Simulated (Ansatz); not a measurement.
**Zone-centre phonons of BaO at -1 GPa: input and output**

These are results of Ansatz, DFT PBEsol, scalar-relativistic, plane waves, PAW, not measurements.

Launched with:
```bash
ansatz run input.yaml --threads 1 --pin off --max-ram 1228MiB --backend cpu --events-out ev --progress --plain --runs-dir out
```

Input (bare energies are in eV):
```yaml
crystal:
  lattice:
    - [0.0, 2.7570079949, 2.7570079949]
    - [2.7570079949, 0.0, 2.7570079949]
    - [2.7570079949, 2.7570079949, 0.0]
  atoms:
    - { symbol: Ba, position: [0.0, 0.0, 0.0] }
    - { symbol: O, position: [0.5, 0.5, 0.5] }
basis:
  ecutwfc: 420
kpoints:
  mp_grid: { grid: [8, 8, 8] }
hamiltonian:
  xc: pbesol
scf:
  occupations: { method: fixed }
output:
  eigenvalues: true
phonons:
  method: dfpt
  dielectric: true
  rigid_motions: translations
  eigenvectors: true
```

Results section of the output:
```
--- Phonons (Γ-DFPT): 2 representative perturbations + reference, on 59 of 512 k-points (Σ response iterations 6) ---
  k mesh reduced under 8 symmetry operations, with k and −k counted as one. Each operation leaves every solved perturbation unchanged. A smaller set is not considered because the run solves the response ...
  ASR residual: 2.790e-5 → 0.000e0 eV/Å²; symmetrization residual: 3.159e-7 eV/Å²
  ASR residual per site (eV/Å²): 1.16e-5 2.79e-5
  Γ frequencies (cm⁻¹): 0.00 0.00 0.00 67.19 67.19 67.19
  ε∞ (high-frequency dielectric tensor):
        4.269046    -0.000000    -0.000000
        0.000000     4.269046    -0.000000
        0.000000     0.000000     4.269046
  ε⁰ (static dielectric tensor: ions relaxed, cell fixed):
      142.890476     0.000000     0.000000
        0.000000   142.890476    -0.000000
        0.000000     0.000000   142.890476
  ε⁰ − ε∞ (ionic part):
      138.621430     0.000000     0.000000
        0.000000   138.621430     0.000000
        0.000000     0.000000   138.621430
  softest optical mode at Γ: 67.19 cm⁻¹; the repairs (sum rule, projections) moved no ω² at Γ by more than (0.71 cm⁻¹)²
  Born effective charges Z* (e; rows j = field, columns β = displacement):
    site 0:
         2.76391    0.00000    0.00000
         0.00000    2.76391    0.00000
         0.00000   -0.00000    2.76391
    site 1:
        -2.76391   -0.00000   -0.00000
        -0.00000   -2.76391   -0.00000
         0.00000    0.00000   -2.76391
  Z* charge neutrality: 3.523e-5 e pre-enforcement
  k-mesh period / interband length: 31.2 Å / 1.50 Å = 20.84 at k = (0.0000, 0.0000, 0.0000), direct gap 3.976 eV — 14 or more, which is no proof of convergence
  optical modes at Γ without the LO–TO term, one row a degenerate level:
      ω (cm⁻¹) modes IR ((D/Å)²/amu)
         67.19      3            36.8976
  optical modes at Γ + LO–TO along q̂ = [1.0000, 0.0000, 0.0000]:
      ω (cm⁻¹) modes IR ((D/Å)²/amu)
         67.19      2            24.5984
        388.75      1            12.2992
  optical modes at Γ + LO–TO along q̂ = [0.0000, 1.0000, 0.0000]:
      ω (cm⁻¹) modes IR ((D/Å)²/amu)
         67.19      2            24.5984
        388.75      1            12.2992
  optical modes at Γ + LO–TO along q̂ = [0.0000, 0.0000, 1.0000]:
      ω (cm⁻¹) modes IR ((D/Å)²/amu)
         67.19      2            24.5984
        388.75      1            12.2992
```

Spin–orbit coupling is left out, which matters for heavy elements.